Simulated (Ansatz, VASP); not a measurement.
# Two plane-wave programs on Mo

```
Mo
1.0
     0.00000    1.90062    2.21803
     1.90062    0.00000    2.21803
     1.90062    1.90062    0.00000
Mo
1
Direct
  0.00000 0.00000 0.00000
```

Alike in both runs: task single point; functional PBE; k mesh 22 × 22 × 22; occupations gaussian, width 0.15 eV; no spin polarisation.

```csv
,VASP,Ansatz
version,VASP 6.6.1,Ansatz 0.2.0
potentials or method,"VASP PAW PBE potentials, release 64 (Mo_sv)","scalar-relativistic, plane waves, PAW"
plane-wave cutoff (eV),520,420
valence electrons in the cell,14,14
```

|  | VASP | Ansatz | Ansatz less VASP |
| --- | --- | --- | --- |
| gap on the k mesh at the Fermi level (eV) | none | none | - |
| pressure (GPa) | 1.3 | 0.8 | -0.46 |
| largest component of the traceless stress (GPa) | 4.24 | 4.30 | +0.061 |

A gap of «none» marks a metal or a gap that the smearing closes.
